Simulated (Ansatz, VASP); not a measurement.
**PbO: VASP beside Ansatz**

Contents of INCAR:

```
SYSTEM = PbO
PREC = Accurate
ENCUT = 520
EDIFF = 1E-6
ISMEAR = 0
SIGMA = 0.01
LREAL = .FALSE.
LASPH = .TRUE.
NELM = 100
ALGO = Normal
ISIF = 2
LWAVE = .FALSE.
LCHARG = .TRUE.
GGA = PS
LELF = .TRUE.
LVHAR = .TRUE.
NBANDS = 17
```

The input KPOINTS:

```
Automatic mesh
0
G
  6 6 6
  0 0 0
```

Contents of POSCAR:

```
PbO
1.0
    0.0000000000      2.6065174968      2.6065174968
    2.6065174968      0.0000000000      2.6065174968
    2.6065174968      2.6065174968      0.0000000000
Pb O
1 1
Direct
    0.0000000000      0.0000000000      0.0000000000
    0.5000000000      0.5000000000      0.5000000000
```

Input for Ansatz:

```yaml
crystal:
  lattice:
    - [0.0, 2.6065174968, 2.6065174968]
    - [2.6065174968, 0.0, 2.6065174968]
    - [2.6065174968, 2.6065174968, 0.0]
  atoms:
    - { symbol: Pb, position: [0.0, 0.0, 0.0] }
    - { symbol: O, position: [0.5, 0.5, 0.5] }
kpoints:
  mp_grid: { grid: [6, 6, 6] }
hamiltonian:
  xc: pbesol
scf:
  occupations: { method: fixed }
  n_extra_bands: 4
output:
  forces: true
  stress: true
  eigenvalues: true
```

The cell was built by a generator and needn't be a form met in nature.

Alike in both runs: task single point; functional PBEsol; k mesh 6 × 6 × 6; no spin polarisation.

```csv
,VASP,Ansatz
version,VASP 6.6.1,Ansatz 0.2.0
potentials or method,"VASP PAW PBE potentials, release 64 (Pb_d, O)","plane waves, PAW"
plane-wave cutoff (eV),520,420
occupations,"gaussian, width 0.01 eV",fixed
valence electrons in the cell,20,20
```

```csv
,VASP,Ansatz,Ansatz less VASP
gap on the k mesh at the Fermi level (eV),0.65,0.65,-0.001
pressure (GPa),-2.1,-2.0,+0.07
```

Caveats: the PAW data sets were made with another functional, which shifts forces and pressure a little (VASP); spin-orbit coupling is left out, which as a rule narrows the gap of such compounds by several tenths of an eV. A k mesh can miss the band edges.
